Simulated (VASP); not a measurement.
# Au in VASP: a series of runs, part 2 of 2

VASP 6.6.1. The steps go on from the part before.

### Step 3. Work function, rev-vdW-DF2 (cell strained at random at fixed volume)

Contents of INCAR:

```
  AGGAC = 0.0
  ALGO = Normal
  EDIFF = 1E-7
  ENCUT = 520
  GGA = MK
  ISIF = 2
  ISMEAR = -1
  LASPH = True
  LCHARG = True
  LELF = True
  LREAL = False
  LUSE_VDW = True
  LVACPOTAV = True
  LVHAR = True
  LWAVE = False
  NELM = 100
  PARAM1 = 0.1234
  PARAM2 = 0.711357
  PREC = Accurate
  SIGMA = 0.05
  ZAB_VDW = -1.8867
```

Contents of KPOINTS:

```
k-points
0
Gamma
  10 10 1
```

Contents of POSCAR:

```
Au
1.0
    2.7227950000      0.0387780000      0.0014880000
    0.0387700000      2.6532820000     -0.0178530000
    0.0132980000     -0.1596310000     23.3507230000
Au
1
Cartesian
    0.0366816522      1.3254778170      6.8518467865
```

Potentials or basis: VASP PAW PBE potentials, release 64 (Au).

Launch:

```sh
$ cat potpaw_PBE.64/Au/POTCAR > POTCAR
$ mpirun -np 1 vasp_std > vasp.out
```

OUTCAR:

```text
EDIFF = 1E-7
   ENCUT = 520
   GGA = MK
   ISIF = 2
   ISMEAR = -1
   LASPH = True
   LREAL = False
   NELM = 100
   PREC = Accurate

 ion  position               nearest neighbor table
   1  0.005  0.517  0.294-

  LATTYP: Found a triclinic cell.
 ALAT       =     2.6536252965
 B/A-ratio  =     8.8698575463
 C/A-ratio  =     1.0261703240
 COS(alpha) =     0.0022414332
 COS(beta)  =     0.0288437358
 COS(gamma) =     0.1261887537

  Lattice vectors:

 A1 = (  -0.0387700000,  -2.6532820000,   0.0178530000)
 A2 = (  -0.0254720000,  -2.8129130000,  23.3685760000)
 A3 = (  -2.7227950000,  -0.0387780000,  -0.0014880000)

Analysis of symmetry for initial positions (statically):
=====================================================================
 Subroutine PRICEL returns:
 Original cell was already a primitive cell.

 Routine SETGRP: Setting up the symmetry group for a
 triclinic supercell.

 Subroutine GETGRP returns: Found  2 space group operations
 (whereof  1 operations were pure point group operations)
 out of a pool of  2 trial point group operations.

The static configuration has the point symmetry C_1 .
 The point group associated with its full space group is S_2 .

Analysis of symmetry for dynamics (positions and initial velocities):
=====================================================================
 Subroutine PRICEL returns:
 Original cell was already a primitive cell.

 Routine SETGRP: Setting up the symmetry group for a
 triclinic supercell.

 Subroutine GETGRP returns: Found  2 space group operations
 (whereof  1 operations were pure point group operations)
 out of a pool of  2 trial point group operations.

The dynamic configuration has the point symmetry C_1 .
 The point group associated with its full space group is S_2 .

 Subroutine INISYM returns: Found  2 space group operations
 (whereof  1 operations are pure point group operations),
 and found     1 'primitive' translations

----------------------------------------------------------------------------------------

                                     Primitive cell

  volume of cell :     168.6507

  direct lattice vectors                    reciprocal lattice vectors
     2.722795000  0.038778000  0.001488000     0.367346267 -0.005369352 -0.000245906
     0.038770000  2.653282000 -0.017853000    -0.005370460  0.376987549  0.002580233
     0.013298000 -0.159631000 23.350723000    -0.000027515  0.000288571  0.042827215

  length of vectors
     2.723071530  2.653625296 23.351272417     0.367385588  0.377034629  0.042828196

  position of ions in fractional coordinates (direct lattice)
     0.004673000  0.517171000  0.293827000

  ion indices of the primitive-cell ions
   primitive index   ion index
                 1           1

----------------------------------------------------------------------------------------

 KPOINTS: k-points

Automatic generation of k-mesh.
 Grid dimensions read from file:
 generate k-points for:   10   10    1

 Generating k-lattice:

  Cartesian coordinates                     Fractional coordinates (reciprocal lattice)
     0.036734627 -0.000536935 -0.000024591     0.100000000  0.000000000 -0.000000000
    -0.000537046  0.037698755  0.000258023     0.000000000  0.100000000 -0.000000000
    -0.000027515  0.000288571  0.042827215    -0.000000000  0.000000000  1.000000000

  Length of vectors
     0.036738559  0.037703463  0.042828196

  Shift w.r.t. Gamma in fractional coordinates (k-lattice)
     0.000000000  0.000000000  0.000000000

 Subroutine IBZKPT returns following result:
 ===========================================

 Found     52 irreducible k-points:

 Following reciprocal coordinates:
            Coordinates               Weight
  0.000000  0.000000  0.000000      1.000000
  0.100000 -0.000000 -0.000000      2.000000
  0.200000 -0.000000 -0.000000      2.000000
  0.300000  0.000000 -0.000000      2.000000
  0.400000 -0.000000 -0.000000      2.000000
  0.500000  0.000000 -0.000000      1.000000
[... 16 lines left out ...]
 -0.400000  0.200000  0.000000      2.000000
 -0.300000  0.200000  0.000000      2.000000
 [... further k-points ...]
   k-points           NKPTS =     52   k-points in BZ     NKDIM =     52   number of bands    NBANDS=      9
   number of dos      NEDOS =    301   number of ions     NIONS =      1
   total plane-waves  NPLWV =  72000
   dimension x,y,z NGX =    20 NGY =   20 NGZ =  180
   dimension x,y,z NGXF=    40 NGYF=   40 NGZF=  360
   ions per type =               1
   NGX,Y,Z   is equivalent  to a cutoff of  12.21, 12.53, 12.81 a.u.
   NGXF,Y,Z  is equivalent  to a cutoff of  24.42, 25.06, 25.63 a.u.
 SYSTEM =  unknown system
   PREC   = accura    normal or accurate (medium, high low for compatibility)
   ISTART =      0    job   : 0-new  1-cont  2-samecut
   ICHARG =      2    charge: 1-file 2-atom 10-const
   ISPIN  =      1    spin polarized calculation?
   LNONCOLLINEAR =      F non collinear calculations
   LSORBIT =      F    spin-orbit coupling
   LASPH  =      T    aspherical Exc in radial PAW
   ENCUT  =  520.0 eV  38.22 Ry    6.18 a.u.   5.06  4.93 43.42*2*pi/ulx,y,z
   NELM   =    100;   NELMIN=  2; NELMDL= -5     # of ELM steps
   EDIFF  = 0.1E-06   stopping-criterion for ELM
   LREAL  =      F    real-space projection
   EDIFFG = 0.1E-05   stopping-criterion for IOM
   NSW    =      0    number of steps for IOM
   IBRION =     -1    ionic relax: 0-MD 1-quasi-New 2-CG
   NFREE  =      0    steps in history (QN), initial steepest desc. (CG)
   ISIF   =      2    stress and relaxation
   ISYM   =      2    0-nonsym 1-usesym 2-fastsym
   POTIM  = 0.5000    time-step for ionic-motion
   TEBEG  =    0.0;   TEEND  =   0.0 temperature during run
   PSTRESS=    0.0 pullay stress
   NELECT =      11.0000    total number of electrons
   NUPDOWN=      -1.0000    fix difference up-down
   EMIN   =  10.00;   EMAX   =-10.00  energy-range for DOS
   EFERMI =   0.00;   METHOD = LEGACY
   ISMEAR =    -1;   SIGMA  =   0.05  broadening in eV -4-tet -1-fermi 0-gaus
   EFERMI_NEDOS =   21; number of points for ismear=-14 and -15
   IALGO  =     38    algorithm
   IMIX   =      4    mixing-type and parameters
     AMIX     =   0.40;   BMIX     =  1.00
     AMIX_MAG =   1.60;   BMIX_MAG =  1.00
  volume/ion in A,a.u.               =     168.65      1138.11
  Fermi-wavevector in a.u.,A,eV,Ry     =   0.658986  1.245303  5.908505  0.434263
  Thomas-Fermi vector in A             =   1.730980
   LORBIT       =      0    0 simple, 1 ext, 2 COOP (PROOUT), +10 PAW based schemes
   GGA     = MK    functional components
   LHFCALC =     F    Hartree Fock is set to
   AEXX    =    0.0000 exact exchange contribution
   IVDW_NL    =     1    kernel type
   BPARAM     = 6.3000
   IVDW    =     0    specifies the selected vdW correction
   LEPSILON=     F    determine dielectric tensor
   LRPA    =     F    only Hartree local field effects (RPA)
 non-spin polarized calculation
  energy-cutoff  :      520.00
  volume of cell :      168.65
 maximum number of plane-waves:      4575
   NGX = 11   NGY =  9   NGZ = 87

 number of electron      10.9999999 magnetization

 Free energy of the ion-electron system (eV)
  ---------------------------------------------------
  ext. energy  EPLUGINS =         0.00000000
  ---------------------------------------------------
  free energy    TOTEN  =        -0.13876939 eV

  energy without entropy =       -0.13444412  energy(sigma->0) =       -0.13660676

 E-fermi :  -4.4897     XC(G=0):  -2.2173

 val. band max:       -4.4981327520   @ k =  -0.0000   0.4000   0.0000
 cond. band min:      -4.3265824018   @ k =   0.4000   0.1000   0.0000
 fundamental gap:      0.1715503501
 Fermi energy:        -4.4897140319

 k-point     1 :       0.0000    0.0000    0.0000
  band No.  band energies     occupation
      1     -10.7543      2.00000
      2      -9.7346      2.00000
      3      -7.0700      2.00000
      4      -5.8877      2.00000
      5      -5.7206      2.00000
      6      -5.2332      2.00000
      7      -2.6929      0.00000
      8       0.7825      0.00000
      9       1.4224      0.00000
[... 265 lines left out ...]
 k-point    24 :      -0.3000    0.2000    0.0000
  band No.  band energies     occupation
      1      -8.4485      2.00000
      2      -7.5648      2.00000
      3      -7.3976      2.00000
      4      -6.6223      2.00000
      5      -6.5544      2.00000
      6      -5.4667      2.00000
      7       1.0805      0.00000
      8       3.4095      0.00000
      9       4.1505      0.00000

 [... further k-points ...]
[... 5 lines left out ...]
  --------------------------------------------------------------------------------------
  -------------------------------------------------------------------------------------
  Total       -1.0398228     -0.1793571     -0.0126912      0.1005858      0.0012427     -0.0013966
  in kB       -9.8782903     -1.7038876     -0.1205662      0.9555621      0.0118055     -0.0132681
  external PRESSURE =      -3.9009147 kB  Pullay stress =       0.0000000 kB

 VOLUME and BASIS-vectors are now :
 -----------------------------------------------------------------------------
  energy-cutoff  :      520.00
  volume of cell :      168.65
      direct lattice vectors                 reciprocal lattice vectors
     2.722795000  0.038778000  0.001488000     0.367346267 -0.005369352 -0.000245906
     0.038770000  2.653282000 -0.017853000    -0.005370460  0.376987549  0.002580233
     0.013298000 -0.159631000 23.350723000    -0.000027515  0.000288571  0.042827215

 POSITION                                       TOTAL-FORCE (eV/Angst)
 -----------------------------------------------------------------------------------
      0.03668      1.32548      6.85185        -0.000000     -0.000000      0.000000
 -----------------------------------------------------------------------------------
    total drift:                               -0.000006     -0.000003      0.000023

  FREE ENERGIE OF THE ION-ELECTRON SYSTEM (eV)
  ---------------------------------------------------
  free  energy   TOTEN  =        -0.1387693936 eV

  energy  without entropy=       -0.1344441246  energy(sigma->0) =       -0.13660676

Total vdW correction in eV:      2.1274449
```

Run time: 2.8 min. Hardware: 1 thread of AMD EPYC 7R43 (Zen 3), shared host; peak memory 0.61 GiB.

Results:

* Free energy: -0.1388 eV
* Band gap on the k mesh: none (metal or under the smearing width)

Levels at points of the mesh, in eV from the Fermi level:
| k point | band 3 | band 4 | band 5 | band 6 | band 7 | band 8 | band 9 |
| --- | --- | --- | --- | --- | --- | --- | --- |
| (0.00, 0.00, 0.00) | -2.58 | -1.40 | -1.23 | -0.74 | 1.80 | 5.27 | 5.91 |
| (0.50, 0.00, 0.00) | -2.12 | -1.85 | -1.04 | 1.74 | 3.38 | 6.45 | 9.36 |
| (0.00, 0.50, 0.00) | -2.44 | -1.75 | -1.14 | 1.94 | 4.01 | 6.77 | 9.60 |
| (0.50, 0.50, 0.00) | -3.03 | -1.43 | 0.49 | 6.26 | 6.89 | 8.89 | 11.58 |

Caveat: the PAW data sets were made with another functional, which shifts forces and pressure a little.

### Step 4. The reference run

An earlier run on the cell as given: functional PBE; potentials or basis VASP PAW PBE potentials, release 64 (Au); cutoff 520 eV; k mesh 10 × 10 × 1; occupations fermi-dirac, width 0.05 eV; no spin polarisation.

- Band gap on the k mesh: none (metal or under the smearing width)

### Step 5. Overview

| task | level | U | cell | cutoff (eV) | smearing | LDAUTYPE | hund's J | dipole correction | gap on the mesh (eV) |
| --- | --- | --- | --- | --- | --- | --- | --- | --- | --- |
| band structure | PBE+rVV10+U | Au d U = 1 eV, J = 1.0 eV | as given | 500 | fermi-dirac 0.02 eV | 2 | 1 | - | - |
| work function | rev-vdW-DF2 | - | cell strained at random at fixed volume | 520 | fermi-dirac 0.05 eV | - | - | - | none |
| single point | PBE | - | as given | 520 | fermi-dirac 0.05 eV | - | - | yes | none |

Alike in all rows: potentials or basis VASP PAW PBE potentials, release 64 (Au); no spin polarisation; k mesh 10 × 10 × 1.

Caveats: spin-orbit coupling is left out, which moves the levels of the heavy elements (some runs); U without spin polarisation on a metal has little footing (some runs); the U is typed as a test and isn't derived for this compound (some runs); the PAW data sets were made with another functional, which shifts forces and pressure a little (some runs).

Absolute energies hang on the potentials; compare differences alone.
